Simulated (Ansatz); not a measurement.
We consider spinel MgAl2O4, described by G0W0@PBEsol in Ansatz (plane waves, hard PAW, contour deformation).

The cell has the measured lattice parameters. Conventional cell: a = 8.0832 Å, b = 8.0832 Å, c = 8.0832 Å, α = 90.00°, β = 90.00°, γ = 90.00°.

One run with a 4×4×4 mesh, response cutoff 70 eV and 323 empty bands, not extrapolated in mesh or basis; no spin–orbit coupling.

Highest filled and lowest empty level by k point (fractions of the reciprocal vectors of the cell (0.000 4.042 4.042) (4.042 0.000 4.042) (4.042 4.042 0.000) Å; eV from the valence maximum of each method):

```
k                PBEsol filled  PBEsol empty  QP filled  QP empty
---------------  -------------  ------------  ---------  --------
0 0 0                     0.00          5.33       0.00      7.58
0 0 0.25                 -0.03          6.26        [?]       [?]
0 0 -0.5                 -0.10          7.66      -0.14     10.13
0 0.25 0.25              -0.11          6.56      -0.15      8.98
0 0.25 -0.5              -0.15          7.80      -0.20     10.35
0 0.25 -0.25             -0.04          7.34      -0.05      9.85
0 -0.5 -0.5              -0.26          8.39      -0.34     10.96
0.25 -0.5 -0.25          -0.34          8.60        [?]       [?]
```

Question: Estimate the withheld levels to about 0.1 eV.

Answer: 
- 0 0 0.25, QP filled: -0.04
- 0 0 0.25, QP empty: 8.64
- 0.25 -0.5 -0.25, QP filled: -0.42
- 0.25 -0.5 -0.25, QP empty: 11.13

Note: cell and atoms aren't relaxed at this level.

Ansatz is an electronic-structure program.
